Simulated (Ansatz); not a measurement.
Results of LDA (PAW; Ansatz, a quantum-chemistry and plane-wave program) for rutile GeO2.

Run with plane-wave cutoff 520 eV, 8×8×12 k mesh (along the axes of the cell as run), Fermi–Dirac smearing 0.01 eV, scalar-relativistic PAW data made under PBE.

The volume scan:

```csv
V (Å³/atom),E − E_lowest (meV/atom),P (GPa)
8.790,12.26,11.22
8.973,2.93,5.24
9.156,0.00,0.00
9.339,2.68,-4.59
9.522,10.25,-8.56
```

Task: Estimate the bulk modulus from the pressures at 8.973 and 9.339 Å³/atom, and compare it with a fit to all energies.

Result: B = −V dP/dV. Between V = 8.973 and 9.339 Å³/atom, dP/dV = (-4.59 − (5.24))/(9.339 − 8.973) = -26.9 GPa per Å³/atom; at the midpoint 9.156 Å³/atom this gives B ≈ 246 GPa. The third-order Birch–Murnaghan fit gives V0 = 9.156 Å³/atom, B0 = 245 GPa, B′ = 5.7, which lies within 1 % of that estimate.

Shape and atoms are relaxed at each volume.

Measured, for comparison: bulk modulus 251 GPa (room temperature, not corrected to a static lattice, from measured elastic constants; as tabulated in Sevik and Bulutay (2007), arXiv:cond-mat/0610176). Computed (rounded) less measured: bulk modulus -2 %.

Note: the bulk modulus comes from volumes at which shape and atoms were relaxed.

Static lattice: no zero-point or thermal effects.
